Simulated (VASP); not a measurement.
# SiC (P6_3mc) in VASP: band structure with PBE

Aim: the band structure of SiC with PBE.

All numbers are computed with VASP 6.6.1; they aren't measurements. Logs are shortened: lines on timing, memory, paths and dates and some standing lists are left out, and cuts for length are marked.

## 1. The structure

Symmetry: P6_3mc, No. 186, hexagonal system. The conventional cell has a = 3.081 Å, b = 3.081 Å, c = 15.127 Å, α = 90.00°, β = 90.00°, γ = 120.00°. Around Si (site symmetry 3m) lie 4 C at 1.89 Å. Si (site symmetry 3m) has 4 C at 1.89 Å as nearest neighbours. Si (site symmetry 3m) is surrounded by 4 C at 1.89 Å. Around C (site symmetry 3m) lie 4 Si at 1.89 Å. Around C (site symmetry 3m) lie 4 Si at 1.89 Å. C (site symmetry 3m) is surrounded by 4 Si at 1.89 Å.

## 2. Band structure, PBE

Contents of INCAR:

```
SYSTEM = SiC
PREC = Accurate ; ENCUT = 520
EDIFF = 1E-7 ; ISMEAR = 0
SIGMA = 0.02 ; LREAL = .False.
LASPH = .True. ; NELM = 60
ALGO = Normal ; ISIF = 2
LWAVE = .False. ; LCHARG = .False.
GGA = PE ; NBANDS = 36
```

Contents of KPOINTS:

```
Automatic mesh
0
Gamma
  12 12 2
  0 0 0
```

Contents of POSCAR:

```
SiC
1.0
    3.0810000000      0.0000000000      0.0000000000
   -1.5405000000      2.6682242700      0.0000000000
    0.0000000000      0.0000000000     15.1270000000
Si C
6 6
Direct
    0.0000000000      0.0000000000      0.1250000000
    0.0000000000      0.0000000000      0.6250000000
    0.3333333300      0.6666666700      0.2917000000
    0.6666666700      0.3333333300      0.7917000000
    0.3333333300      0.6666666700      0.9583000000
    0.6666666700      0.3333333300      0.4583000000
    0.0000000000      0.0000000000      0.0000000000
    0.0000000000      0.0000000000      0.5000000000
    0.3333333300      0.6666666700      0.1667000000
    0.6666666700      0.3333333300      0.6667000000
    0.3333333300      0.6666666700      0.8333000000
    0.6666666700      0.3333333300      0.3333000000
```

Contents of KPOINTS_OPT:

```
path GMKGALHA,LM,KH
20
line-mode
reciprocal
 0.0000000000  0.0000000000  0.0000000000  G
 0.5000000000  0.0000000000  0.0000000000  M

 0.5000000000  0.0000000000  0.0000000000  M
 0.3333333333  0.3333333333  0.0000000000  K

 0.3333333333  0.3333333333  0.0000000000  K
 0.0000000000  0.0000000000  0.0000000000  G

 0.0000000000  0.0000000000  0.0000000000  G
 0.0000000000  0.0000000000  0.5000000000  A

 0.0000000000  0.0000000000  0.5000000000  A
 0.5000000000  0.0000000000  0.5000000000  L

 0.5000000000  0.0000000000  0.5000000000  L
 0.3333333333  0.3333333333  0.5000000000  H

 0.3333333333  0.3333333333  0.5000000000  H
 0.0000000000  0.0000000000  0.5000000000  A

 0.5000000000  0.0000000000  0.5000000000  L
 0.5000000000  0.0000000000  0.0000000000  M

 0.3333333333  0.3333333333  0.0000000000  K
 0.3333333333  0.3333333333  0.5000000000  H
```

Potentials or basis: VASP PAW PBE potentials, release 64 (Si, C).

Run with:

```bash
cat potpaw_PBE.64/Si/POTCAR potpaw_PBE.64/C/POTCAR > POTCAR
mpirun -np 1 vasp_std > vasp.out
```

OUTCAR:

```text
SYSTEM = SiC
   PREC = Accurate
   ENCUT = 520
   EDIFF = 1E-7
   ISMEAR = 0
   LREAL = .False.
   LASPH = .True.
   NELM = 60
   ISIF = 2
   GGA = PE

 ion  position               nearest neighbor table
   1  0.000  0.000  0.125-   9 1.89   9 1.89   9 1.89   7 1.89   5 3.09   3 3.09   5 3.09   3 3.09
                             3 3.09   5 3.09
   2  0.000  0.000  0.625-  10 1.89  10 1.89  10 1.89   8 1.89   6 3.09   4 3.09   4 3.09   6 3.09
                             6 3.09   4 3.09
   3  0.333  0.667  0.292-  12 1.89  12 1.89  12 1.89   9 1.89   6 3.08   6 3.08   6 3.08   1 3.09
                             1 3.09   1 3.09
   4  0.667  0.333  0.792-  11 1.89  11 1.89  11 1.89  10 1.89   5 3.08   5 3.08   5 3.08   2 3.09
                             2 3.09   2 3.09
   5  0.333  0.667  0.958-   7 1.89   7 1.89   7 1.89  11 1.89   4 3.08   4 3.08   4 3.08   1 3.09
                             1 3.09   1 3.09
   6  0.667  0.333  0.458-   8 1.89   8 1.89   8 1.89  12 1.89   3 3.08   3 3.08   3 3.08   2 3.09
                             2 3.09   2 3.09
   7  0.000  0.000  0.000-   5 1.89   5 1.89   5 1.89   1 1.89
   8  0.000  0.000  0.500-   6 1.89   6 1.89   6 1.89   2 1.89
   9  0.333  0.667  0.167-   1 1.89   1 1.89   1 1.89   3 1.89
  10  0.667  0.333  0.667-   2 1.89   2 1.89   2 1.89   4 1.89
  11  0.333  0.667  0.833-   4 1.89   4 1.89   4 1.89   5 1.89
  12  0.667  0.333  0.333-   3 1.89   3 1.89   3 1.89   6 1.89

  LATTYP: Found a hexagonal cell.
 ALAT       =     3.0810000000
 C/A-ratio  =     4.9097695553

  Lattice vectors:

 A1 = (   3.0810000000,   0.0000000000,   0.0000000000)
 A2 = (  -1.5405000000,   2.6682242700,   0.0000000000)
 A3 = (   0.0000000000,   0.0000000000,  15.1270000000)

Analysis of symmetry for initial positions (statically):
=====================================================================
 Subroutine PRICEL returns:
 Original cell was already a primitive cell.

 Routine SETGRP: Setting up the symmetry group for a
 hexagonal supercell.

 Subroutine GETGRP returns: Found 12 space group operations
 (whereof  6 operations were pure point group operations)
 out of a pool of 24 trial point group operations.

The static configuration has the point symmetry C_3v.
 The point group associated with its full space group is C_6v.

Analysis of symmetry for dynamics (positions and initial velocities):
=====================================================================
 Subroutine PRICEL returns:
 Original cell was already a primitive cell.

 Routine SETGRP: Setting up the symmetry group for a
 hexagonal supercell.

[... 134 lines left out ...]
   TEBEG  =    0.0;   TEEND  =   0.0 temperature during run
   PSTRESS=    0.0 pullay stress
   NELECT =      48.0000    total number of electrons
   NUPDOWN=      -1.0000    fix difference up-down
   EMIN   =  10.00;   EMAX   =-10.00  energy-range for DOS
   EFERMI =   0.00;   METHOD = LEGACY
   ISMEAR =     0;   SIGMA  =   0.02  broadening in eV -4-tet -1-fermi 0-gaus
   EFERMI_NEDOS =   21; number of points for ismear=-14 and -15
   IALGO  =     38    algorithm
   IMIX   =      4    mixing-type and parameters
     AMIX     =   0.40;   BMIX     =  1.00
     AMIX_MAG =   1.60;   BMIX_MAG =  1.00
  volume/ion in A,a.u.               =      10.36        69.93
  Fermi-wavevector in a.u.,A,eV,Ry     =   1.191973  2.252502 19.331142  1.420799
  Thomas-Fermi vector in A             =   2.328022
   LORBIT       =      0    0 simple, 1 ext, 2 COOP (PROOUT), +10 PAW based schemes
   GGA     = PE    functional components
   LHFCALC =     F    Hartree Fock is set to
   AEXX    =    0.0000 exact exchange contribution
   IVDW    =     0    specifies the selected vdW correction
   LEPSILON=     F    determine dielectric tensor
   LRPA    =     F    only Hartree local field effects (RPA)
 non-spin polarized calculation
 Gauss-broadening in eV      SIGMA  =   0.02
  energy-cutoff  :      520.00
  volume of cell :      124.36
 maximum number of plane-waves:      3364
 NGX is ok and might be reduce to    24
   NGX = 11   NGY = 11   NGZ = 57

 number of electron      48.0000001 magnetization

 Free energy of the ion-electron system (eV)
  ---------------------------------------------------
  ext. energy  EPLUGINS =         0.00000000
  ---------------------------------------------------
  free energy    TOTEN  =       -90.35879468 eV

  energy without entropy =      -90.35879468  energy(sigma->0) =      -90.35879468

 E-fermi :   8.2367     XC(G=0): -11.3473

 val. band max:        8.1410262089   @ k =   0.0000   0.0000   0.0000
 cond. band min:      10.1571202550   @ k =   0.5000   0.0000   0.0000
 fundamental gap:      2.0160940461
 Fermi energy:         8.2367065794

 k-point     1 :       0.0000    0.0000    0.0000
  band No.  band energies     occupation
      1      -7.3091      2.00000
      2      -6.7931      2.00000
      3      -6.7485      2.00000
      4      -5.2638      2.00000
      5      -5.2316      2.00000
      6      -3.7512      2.00000
[... 925 lines left out ...]
     35      16.0269      0.00000
     36      16.0269      0.00000

 [... further k-points ...]
[... 5 lines left out ...]
  --------------------------------------------------------------------------------------
  -------------------------------------------------------------------------------------
  Total        2.2004916      2.2004916      2.0799934     -0.0000000      0.0000000      0.0000000
  in kB       28.3506789     28.3506790     26.7982044     -0.0000000      0.0000000      0.0000000
  external PRESSURE =      27.8331874 kB  Pullay stress =       0.0000000 kB

 VOLUME and BASIS-vectors are now :
 -----------------------------------------------------------------------------
  energy-cutoff  :      520.00
  volume of cell :      124.36
      direct lattice vectors                 reciprocal lattice vectors
     3.081000000  0.000000000  0.000000000     0.324569945  0.187390545  0.000000000
    -1.540500000  2.668224270  0.000000000     0.000000000  0.374781090  0.000000000
     0.000000000  0.000000000 15.127000000     0.000000000  0.000000000  0.066106961

 POSITION                                       TOTAL-FORCE (eV/Angst)
 -----------------------------------------------------------------------------------
      0.00000      0.00000      1.89088         0.000000      0.000000      0.026467
      0.00000      0.00000      9.45438        -0.000000     -0.000000      0.026467
     -0.00000      1.77882      4.41255        -0.000000      0.000000      0.009317
      1.54050      0.88941     11.97605        -0.000000     -0.000000      0.009317
     -0.00000      1.77882     14.49620        -0.000000     -0.000000      0.039085
      1.54050      0.88941      6.93270         0.000000     -0.000000      0.039085
      0.00000      0.00000      0.00000        -0.000000     -0.000000     -0.126053
      0.00000      0.00000      7.56350         0.000000      0.000000     -0.126053
     -0.00000      1.77882      2.52167         0.000000     -0.000000      0.049424
      1.54050      0.88941     10.08517        -0.000000      0.000000      0.049424
     -0.00000      1.77882     12.60533        -0.000000      0.000000      0.001761
      1.54050      0.88941      5.04183         0.000000     -0.000000      0.001761
 -----------------------------------------------------------------------------------
    total drift:                                0.000000      0.000000      0.000156

  FREE ENERGIE OF THE ION-ELECTRON SYSTEM (eV)
  ---------------------------------------------------
  free  energy   TOTEN  =       -90.3587946788 eV

  energy  without entropy=      -90.3587946788  energy(sigma->0) =      -90.35879468
```

OSZICAR:

```text
N       E                     dE             d eps       ncg     rms          rms(c)
DAV:   1     0.121445831743E+03    0.12145E+03   -0.21855E+04  2736   0.121E+03
DAV:   2    -0.896565664184E+02   -0.21110E+03   -0.19707E+03  3580   0.207E+02
DAV:   3    -0.101277753058E+03   -0.11621E+02   -0.11534E+02  3576   0.461E+01
DAV:   4    -0.101454077965E+03   -0.17632E+00   -0.17598E+00  3536   0.651E+00
DAV:   5    -0.101457784159E+03   -0.37062E-02   -0.37034E-02  3532   0.904E-01    0.215E+01
DAV:   6    -0.906527866900E+02    0.10805E+02   -0.31924E+01  3392   0.208E+01    0.963E+00
DAV:   7    -0.904071066556E+02    0.24568E+00   -0.31936E+00  3604   0.678E+00    0.413E+00
DAV:   8    -0.903625410710E+02    0.44566E-01   -0.19678E-01  3288   0.178E+00    0.128E+00
DAV:   9    -0.903579587076E+02    0.45824E-02   -0.28794E-02  3404   0.782E-01    0.182E-01
DAV:  10    -0.903586430650E+02   -0.68436E-03   -0.22320E-03  3448   0.204E-01    0.951E-02
[... 45 further cycles ...]
DAV:  10     0.393000305456E+04   -0.19883E-07     2432
       N       E                     dE             ncg
DAV:   1     0.262253415594E+05   -0.48835E+05     2016
DAV:   2     0.213208890595E+05   -0.49045E+04     2472
DAV:   3     0.210705125865E+05   -0.25038E+03     2624
DAV:   4     0.210668829853E+05   -0.36296E+01     2480
DAV:   5     0.210668244065E+05   -0.58579E-01     2464
DAV:   6     0.210668230522E+05   -0.13542E-02     2472
DAV:   7     0.210668230125E+05   -0.39708E-04     2460
DAV:   8     0.210668230112E+05   -0.13721E-05     2088
DAV:   9     0.210668230111E+05   -0.53955E-07     1820
```

Run time: 7.1 min. Hardware: 1 thread of Intel Xeon Platinum 8488C (Sapphire Rapids), shared host; peak memory 0.38 GiB.

Results:

```
Free energy             : -90.3588 eV
Pressure                : 2.8 GPa
Largest force           : 0.126 eV/Å
Band gap on the k mesh  : 2.02 eV, indirect (least direct gap 3.12 eV)
Band gap along the path : 2.01 eV, indirect (least direct gap 3.12 eV)
```

Forces on the atoms (eV/Å):
```
Si   0.000  0.000  0.026
Si   0.000  0.000  0.026
Si   0.000  0.000  0.009
Si   0.000  0.000  0.009
Si   0.000  0.000  0.039
Si   0.000  0.000  0.039
C    0.000  0.000 -0.126
C    0.000  0.000 -0.126
C    0.000  0.000  0.049
C    0.000  0.000  0.049
C    0.000  0.000  0.002
C    0.000  0.000  0.002
```

Stress tensor (GPa, compression positive):
```
2.84 0.00 0.00
0.00 2.84 0.00
0.00 0.00 2.68
```

Levels at the corners of the path, in eV from the valence-band top:
| point | band 20 | band 21 | band 22 | band 23 | band 24 | band 25 | band 26 | band 27 | band 28 | band 29 |
| --- | --- | --- | --- | --- | --- | --- | --- | --- | --- | --- |
| Γ | -0.30 | -0.30 | -0.05 | 0.00 | 0.00 | 5.17 | 5.34 | 5.75 | 6.25 | 6.27 |
| M | -2.26 | -1.81 | -1.78 | -1.68 | -1.10 | 2.02 | 2.21 | 3.21 | 3.88 | 4.59 |
| M | -2.26 | -1.81 | -1.78 | -1.68 | -1.10 | 2.02 | 2.21 | 3.21 | 3.88 | 4.59 |
| K | -3.37 | -3.16 | -2.23 | -2.08 | -2.08 | 3.47 | 3.47 | 3.76 | 5.06 | 6.20 |
| K | -3.37 | -3.16 | -2.23 | -2.08 | -2.08 | 3.47 | 3.47 | 3.76 | 5.06 | 6.20 |
| Γ | -0.30 | -0.30 | -0.05 | 0.00 | 0.00 | 5.17 | 5.34 | 5.75 | 6.25 | 6.27 |
| Γ | -0.30 | -0.30 | -0.05 | 0.00 | 0.00 | 5.17 | 5.34 | 5.75 | 6.25 | 6.27 |
| A | -0.64 | -0.10 | -0.10 | -0.10 | -0.10 | 5.23 | 5.23 | 5.98 | 5.98 | 6.64 |
| A | -0.64 | -0.10 | -0.10 | -0.10 | -0.10 | 5.23 | 5.23 | 5.98 | 5.98 | 6.64 |
| L | -2.35 | -1.73 | -1.73 | -1.31 | -1.31 | 2.06 | 2.06 | 3.43 | 3.43 | 4.81 |
| L | -2.35 | -1.73 | -1.73 | -1.31 | -1.31 | 2.06 | 2.06 | 3.43 | 3.43 | 4.81 |
| H | -3.05 | -2.65 | -2.65 | -2.26 | -2.26 | 3.65 | 3.65 | 4.33 | 4.33 | 5.46 |
| H | -3.05 | -2.65 | -2.65 | -2.26 | -2.26 | 3.65 | 3.65 | 4.33 | 4.33 | 5.46 |
| A | -0.64 | -0.10 | -0.10 | -0.10 | -0.10 | 5.23 | 5.23 | 5.98 | 5.98 | 6.64 |
| L | -2.35 | -1.73 | -1.73 | -1.31 | -1.31 | 2.06 | 2.06 | 3.43 | 3.43 | 4.81 |
| M | -2.26 | -1.81 | -1.78 | -1.68 | -1.10 | 2.02 | 2.21 | 3.21 | 3.88 | 4.59 |
| K | -3.37 | -3.16 | -2.23 | -2.08 | -2.08 | 3.47 | 3.47 | 3.76 | 5.06 | 6.20 |
| H | -3.05 | -2.65 | -2.65 | -2.26 | -2.26 | 3.65 | 3.65 | 4.33 | 4.33 | 5.46 |

PBE gaps usually lie below the measured ones, often by a third to a half.
